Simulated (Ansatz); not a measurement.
Runs of Ansatz 0.2.0 on AlPt. Symmetry: Pm-3m, No. 221, cubic system. Conventional cell: a = 3.092 Å, b = 3.092 Å, c = 3.092 Å, α = 90.00°, β = 90.00°, γ = 90.00°. Around Pt (site symmetry m-3m) lie 8 Al at 2.68 Å. Around Al (site symmetry m-3m) lie 8 Pt at 2.68 Å. Measurements of this composition are mostly on another form, of space group No. 198.

| task | level | potentials or basis | spin | k mesh | cutoff (eV) | basis error allowed | pressure (GPa) | V0 of scaled cells (Å³/atom) | B0 (GPa) |
| --- | --- | --- | --- | --- | --- | --- | --- | --- | --- |
| band structure | PBEsol | all-electron LAPW, non-relativistic | off | 9 × 9 × 9 | 229 | 0.001 eV/atom | (c) | - | - |
| band structure | LDA | all-electron LAPW, scalar-relativistic | off | 9 × 9 × 9 | 230 | 0.001 eV/atom | -9.8 | - | - |
| band structure | PBEsol | all-electron PAW datasets made for the crystal | off | 9 × 9 × 9 | 260 | - | -5.7 | - | - |
| equation of state | LDA | all-electron LAPW, scalar-relativistic | off | 9 × 9 × 9 | - | 0.001 eV/atom | - | (a) | 213 |
| band structure | PBEsol | all-electron LAPW, relativistic spinors | SOC, no magnetisation | 7 × 7 × 7 | 232 | 0.001 eV/atom | -6.2 | - | - |
| band structure | BLYP | all-electron LAPW, scalar-relativistic | off | 9 × 9 × 9 | 229 | 0.001 eV/atom | 6.9 | - | - |
| band structure | PBEsol | all-electron LAPW, inner shells corrected to Dirac's equation | off | 9 × 9 × 9 | 229 | 0.001 eV/atom | -5.6 | - | - |
| equation of state | PBEsol | all-electron LAPW, scalar-relativistic | off | 9 × 9 × 9 | - | 0.001 eV/atom | - | 14.33 | (b) |

Alike in all rows: cell as given; smearing fermi-dirac 0.05 eV.

Q: Fill in the values left out.

A: (a) 14.03; (b) 202; (c) 10.9.

Caveats: relativity is left out, which matters for the heavier elements (some runs); the k mesh is thin for a metal, which can move the energy by tens of meV per atom (some runs).

Not every run made on this cell is shown here.
